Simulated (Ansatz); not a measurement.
Sn, DFT, LDA, all-electron PAW with datasets made for the crystal, scalar-relativistic (Ansatz 0.2.0), run on 1 thread of Arm Neoverse V1 on a shared host.

The cell is COD entry 1534488, as deposited and not checked against the literature; nothing was relaxed. The listed cell was then made from it by scaling, straining or moving an atom.

Command: `ansatz run input.yaml --threads 1 --pin off --max-ram 3072MiB --backend cpu --events-out ev --progress --plain --runs-dir out`

```yaml
crystal:
  lattice:
    - [-2.8933175, 2.909224, 1.59065]
    - [2.909224, -2.8933175, 1.59065]
    - [2.922476, 2.922476, -1.5614915]
  atoms:
    - { symbol: Sn, position: [0.0, 0.0, 0.0] }
    - { symbol: Sn, position: [0.75, 0.25, 0.5] }
kpoints:
  mp_grid: { grid: [15, 15, 15] }
scf:
  occupations: { method: fermi_dirac, width: 0.05 }
hamiltonian:
  xc: lda
  pseudopotentials: { kind: all_electron, datasets: crystal }
output:
  forces: true
  stress: true
  eigenvalues: true
  efg: { contact_densities: true }
```

(1) How large is the problem that the program sets up?

(2) About how long does it take, and how much memory does it use?

(3) And the same cell and mesh by PAW (frozen-core files), asked for forces, stress, eigenvalues, efg, on the same hardware?

Answers

(1) 904 irreducible k-points, 457 plane waves at Γ, 20 bands.

(2) 2.2 min of wall time for 8 SCF iterations, with a peak of 1.6 GiB. Times on shared machines scatter by tens of per cent.

(3) 53 s, peak memory 0.9 GiB.
